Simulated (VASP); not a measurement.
**Be: band structure with PW91**

The system is Be.

```
CELL_PARAMETERS angstrom
0.00000 1.57905 1.57905
1.57905 0.00000 1.57905
1.57905 1.57905 0.00000
ATOMIC_POSITIONS crystal
Be 0.00000 0.00000 0.00000
```

The cell was built by a generator and needn't be a form met in nature.

| Quantity | Value |
| --- | --- |
| Program | VASP 6.6.1 |
| Task | band structure |
| Functional | PW91 |
| Potentials or basis | VASP PAW PBE potentials, release 64 (Be) |
| Cutoff | 520 eV |
| k mesh | 14 × 14 × 14 |
| Occupations | fermi-dirac, width 0.05 eV |
| Spin | no spin polarisation |
| Further INCAR settings | ALGO = Normal; EDIFF = 1e-07 |

```
Pressure                : -0.2 GPa
Band gap along the path : none (metal or under the smearing width)
```

Levels at the corners of the path, in eV from the Fermi level:
```
point  band 1  band 2  band 3  band 4
    Γ  -11.83   19.46   19.46   19.46
    X   -2.62    3.89    9.57    9.57
    X   -2.62    3.89    9.57    9.57
    W    1.00    1.00    3.18   10.27
    W    1.00    1.00    3.18   10.27
    K   -0.80    0.47    6.66   11.21
    K   -0.80    0.47    6.66   11.21
    Γ  -11.83   19.46   19.46   19.46
    Γ  -11.83   19.46   19.46   19.46
    L   -5.25    0.06   16.53   16.53
    L   -5.25    0.06   16.53   16.53
    U   -0.80    0.47    6.66   11.21
    U   -0.80    0.47    6.66   11.21
    W    1.00    1.00    3.18   10.27
    W    1.00    1.00    3.18   10.27
    L   -5.25    0.06   16.53   16.53
    L   -5.25    0.06   16.53   16.53
    K   -0.80    0.47    6.66   11.21
    U   -0.80    0.47    6.66   11.21
    X   -2.62    3.89    9.57    9.57
```

It took 3.7 s on 1 thread of AMD EPYC 9R45 96-Core Processor (Zen 5), on a shared host, peak memory 0.08 GiB.

Caveat: the PAW data sets were made with another functional, which shifts forces and pressure a little.
